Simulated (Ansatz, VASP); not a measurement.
**One calculation of Ge, two programs**

```xyz
2
Lattice="-2.5124 2.6684 1.4465 2.5124 -2.6684 1.4465 2.5124 2.6684 -1.4465" Properties=species:S:1:pos:R:3 pbc="T T T"
Ge    0.0000    1.3342    0.1853
Ge    2.5124    1.3342    1.2612
```

This isn't the form of Ge at room conditions, which is diamond.

Alike in both runs: task single point; functional PBEsol; k mesh 11 × 11 × 11; occupations fermi-dirac, width 0.05 eV; no spin polarisation.

|  | VASP | Ansatz |
| --- | --- | --- |
| version | VASP 6.6.1 | Ansatz 0.2.0 |
| potentials or method | VASP PAW PBE potentials, release 64 (Ge_d) | Ansatz PAW |
| plane-wave cutoff (eV) | 520 | 420 |
| valence electrons in the cell | 28 | 28 |

|  | VASP | Ansatz | Ansatz less VASP |
| --- | --- | --- | --- |
| gap on the k mesh at the Fermi level (eV) | none | none | - |
| pressure (GPa) | -3.8 | -3.8 | +0.07 |
| largest component of the traceless stress (GPa) | 1.10 | 1.09 | -0.001 |
| rms of the force components (eV/Å) | 0.035 | 0.035 | -0.0005 |

Atom by atom the forces differ by 0.001 eV/Å (rms over components). A gap of «none» marks a metal or a gap that the smearing closes. With one functional, cell and mesh, what is left measures potentials, basis and numerics.

Caveats: the PAW data sets were made with another functional, which shifts forces and pressure a little (VASP); the PAW data sets come from PBE, with cores solved anew for the run's functional, which leaves a small shift of forces and pressure (Ansatz).
